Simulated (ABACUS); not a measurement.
Write an ASE script for ABACUS 3.10.1 that does the following.

```yaml
Task: single point
Functional: PBE
Potentials_or_basis: PseudoDojo NC SR 0.4.1 PBE standard, lanthanides 3+ (f in core)
Cutoff: 1361 eV
Density_cutoff: 5442 eV
Basis: TZDP LCAO (the cutoffs set its grid)
k_mesh: 8 × 8 × 8
Occupations: fermi-dirac, width 0.05 eV
Spin: no spin polarisation
Orbital_files: Nd Nd_confined-atom_8au_4s3p3d1f.orb
Radial_cutoff_of_the_potentials_pseudo_rcut: 10 bohr
SCF_threshold_on_the_density: 1e-07
Max_SCF_steps: 100
Eigensolver: scalapack_gvx
Mixing: broyden
Mixing_share: 0.7
Symmetry_key: 1
```

The structure of Nd lies in Nd.xyz:

```xyz
1
Lattice="-2.0754700287 2.0754700287 2.0754700287 2.0754700287 -2.0754700287 2.0754700287 2.0754700287 2.0754700287 -2.0754700287" Properties=species:S:1:pos:R:3 pbc="T T T"
Nd     0.0000000000      0.0000000000      0.0000000000
```

This isn't the form of Nd at room conditions, which is double hcp.

One way to write it, as run:

run_abacus.py

```python
"""ABACUS run from a structure file: ASE reads it, the script writes STRU, KPT and INPUT."""
import re
import subprocess
from ase.io import read
from ase.units import Bohr

atoms = read("Nd.xyz")
atoms = atoms[(-atoms.numbers).argsort(kind="stable")]  # ABACUS lists atoms element by element
pseudo = {'Nd': 'Nd.upf'}
orbital = {'Nd': 'Nd_confined-atom_8au_4s3p3d1f.orb'}
magmoms = None
kmesh = [8, 8, 8]
params = {
    'suffix': 'Nd',
    'calculation': 'scf',
    'basis_type': 'lcao',
    'pseudo_dir': './',
    'orbital_dir': './',
    'symmetry': 1,
    'dft_functional': 'pbe',
    'ecutwfc': 100,
    'pseudo_rcut': 10,
    'nspin': 1,
    'nbands': 16,
    'ks_solver': 'scalapack_gvx',
    'smearing_method': 'fd',
    'smearing_sigma': 0.00367493,
    'scf_thr': 1e-07,
    'scf_nmax': 100,
    'mixing_type': 'broyden',
    'mixing_beta': 0.7,
    'cal_force': 1,
    'cal_stress': 1,
    'out_mul': 1,
    'out_chg': 1,
}

symbols = atoms.get_chemical_symbols()
elements = list(dict.fromkeys(symbols))
lines = ["ATOMIC_SPECIES"] + [f"{e} {atoms.get_masses()[symbols.index(e)]:.4f} {pseudo[e]}" for e in elements]
if orbital:
    lines += ["", "NUMERICAL_ORBITAL"] + [orbital[e] for e in elements]
lines += ["", "LATTICE_CONSTANT", f"{1 / Bohr:.10f}", "", "LATTICE_VECTORS"]
lines += [" ".join(f"{x:.10f}" for x in v) for v in atoms.cell]
lines += ["", "ATOMIC_POSITIONS", "Direct"]
for e in elements:
    lines += ["", e, "0.0", str(symbols.count(e))]
    for i, p in enumerate(atoms.get_scaled_positions(wrap=False)):
        if symbols[i] == e:
            mag = "" if magmoms is None else " mag " + " ".join(str(x) for x in (magmoms[i] if isinstance(magmoms[i], list) else [magmoms[i]]))
            lines.append(" ".join(f"{x:.10f}" for x in p) + " 1 1 1" + mag)
open("STRU", "w").write("\n".join(lines) + "\n")
open("KPT", "w").write("K_POINTS\n0\nGamma\n%d %d %d 0 0 0\n" % tuple(kmesh))
open("INPUT", "w").write("INPUT_PARAMETERS\n" + "".join(f"{k:<20s}{v}\n" for k, v in params.items()))

done = subprocess.run(['mpirun', '-np', '4', 'abacus'])
if done.returncode:
    raise SystemExit(done.returncode)
log = open("OUT.Nd/running_scf.log").read()
print("final energy (eV):", re.findall(r"FINAL_ETOT_IS (\S+)", log))
```

Potentials or basis: PseudoDojo NC SR 0.4.1 PBE standard, lanthanides 3+ (f in core), TZDP LCAO (the cutoffs set its grid).

The run is started by

```sh
$ OMP_NUM_THREADS=1 python run_abacus.py > log
```

Results of the run:

```
Band gap on the k mesh : none (metal or under the smearing width)
```

Caveat: the atomic orbitals were generated for these runs and aren't a published set; the 4f electrons are frozen in the core as for a trivalent ion, so they carry no moment and show no levels; the basis of atomic orbitals isn't converged, which shifts pressures, moduli and gaps.

It took 16 s on 4 MPI ranks on Intel(R) Xeon(R) Platinum 8259CL CPU @ 2.50GHz (Skylake/Cascade Lake) (shared host), peak memory 0.4 GiB a rank.
